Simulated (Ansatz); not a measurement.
# Ge: equation of state with BLYP

Ge:

```
Ge
1.0
     0.00000    2.82891    2.82891
     2.82891    0.00000    2.82891
     2.82891    2.82891    0.00000
Ge
2
Direct
  0.75000 0.75000 0.75000
  0.50000 0.50000 0.50000
```

```json
{
 "Program": "Ansatz 0.2.0",
 "Task": "equation of state",
 "Functional": "BLYP",
 "Potentials or basis": "all-electron LAPW, non-relativistic",
 "Basis error allowed": "0.001 eV/atom",
 "k mesh": "8 × 8 × 8",
 "Occupations": "cold, width 0.05 eV",
 "Spin": "collinear spin, antiferromagnetic start",
 "Starting moments": "[0.5, -0.5] μB"
}
```

- Equilibrium volume: 25.36 Å³/atom (rough: see the caveat)
- Bulk modulus: 50 GPa (rough)

Energy against volume, from the lowest point:
| volume (Å³/atom) | energy (meV/atom) |
| --- | --- |
| 21.281 | 133.70 |
| 21.733 | 98.23 |
| 22.186 | 68.80 |
| 22.639 | 44.78 |
| 23.092 | 25.65 |
| 23.545 | 10.89 |
| 23.997 | 0.00 |

All runs of the series together: 5.7 min on 1 thread of Arm Neoverse V1 (shared host).

Caveat: the minimum lies outside the volumes run; relativity is left out, which matters for the heavier elements; the starting moments weren't kept.
